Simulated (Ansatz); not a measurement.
Write an Ansatz input for a full relaxation of cell and atoms of BaS with PBEsol (scalar-relativistic), a cutoff of 420 eV (density cutoff 4 times that), a Γ-centred 8×8×6 mesh and Gaussian smearing of 0.05 eV, without spin polarisation. Stop at forces under 0.01 eV/Å and stress under 0.04 GPa, or after 60 steps. Forces, stress and eigenvalues are wanted. The structure:
```
Ba S
1.0
     4.7453363612    0.0000000000    0.0000000000
    -2.3726681806    4.1095818383    0.0000000000
     0.0000000000    0.0000000000    6.6138371390
Ba S
2 2
Direct
  0.0000000000 0.0000000000 0.0000000000
  0.0000000000 0.0000000000 0.5000000000
  0.3333333333 0.6666666667 0.2500000000
  0.6666666667 0.3333333333 0.7500000000
```

```yaml
crystal:
  lattice:
    - [4.7453363612, 0.0, 0.0]
    - [-2.3726681806, 4.1095818383, 0.0]
    - [0.0, 0.0, 6.613837139]
  atoms:
    - { symbol: Ba, position: [0.0, 0.0, 0.0] }
    - { symbol: Ba, position: [0.0, 0.0, 0.5] }
    - { symbol: S, position: [0.3333333333, 0.6666666667, 0.25] }
    - { symbol: S, position: [0.6666666667, 0.3333333333, 0.75] }
basis:
  ecutwfc: 420
  ecutrho_ratio: 4
kpoints:
  mp_grid: { grid: [8, 8, 6] }
hamiltonian:
  xc: pbesol
scf:
  occupations: { method: gaussian, width: 0.05 }
output:
  forces: true
  stress: true
  eigenvalues: true
relax:
  f_tol: 0.01
  max_steps: 60
  cell: { stress_tol: 0.04 }
```

Launched as:
```sh
ansatz run input.yaml --threads 4 --pin off --max-ram 4096MiB --backend cpu --events-out ev --progress --plain --runs-dir out
```

Run as written, it has 32 valence electrons, 2527 plane waves at Γ (in the final cell), 24 symmetry operations and 40 irreducible k-points; it took 41 SCF iterations in all. 

This is a trial structure; measured cells of the compound in the Crystallography Open Database are in space group Fm-3m (rock salt).
